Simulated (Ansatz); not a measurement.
**Sb under changes of volume**

One of the cells (26.666 Å³/atom); the others are scaled copies at fixed shape and fractional positions:

```
Sb
1.0
     0.00000    2.37124    2.37124
     2.37124    0.00000    2.37124
     2.37124    2.37124    0.00000
Sb
1
Direct
  0.00000 0.00000 0.00000
```

This isn't the form of Sb at room conditions, which is rhombohedral.

| Quantity | Value |
| --- | --- |
| Program | Ansatz 0.2.0 |
| Functional | PBE |
| Potentials or basis | all-electron LAPW, scalar-relativistic |
| Cutoff | 170 eV (chosen from the basis error) |
| Basis error allowed | 0.0005 eV/atom |
| k mesh | 10 × 10 × 10 |
| Occupations | fermi-dirac, width 0.05 eV |
| Spin | no spin polarisation |

```csv
volume (Å³/atom),energy over the lowest point (meV/atom),pressure (GPa)
25.066,44.24,6.3
25.599,26.24,4.7
26.133,?,?
26.666,4.75,1.9
27.199,0.38,0.6
27.733,0.00,-0.5
28.266,3.37,-1.5
```

Q: What does the run at 26.133 Å³/atom give?

A: Energy over the lowest point 13.27 meV/atom; pressure 3.2 GPa.

Worked out: A Birch-Murnaghan fit of order 3 (a polynomial in V^(-2/3)) to the other rows has its minimum at 27.51 Å³/atom with B0 = V·E''(V) = 58 GPa (rough, since the energies scatter). It gives 13.20 meV/atom at 26.133 Å³/atom, against the run's 13.27, and -dE/dV = 3.2 GPa, against 3.2.

Energies are extrapolated to zero smearing.
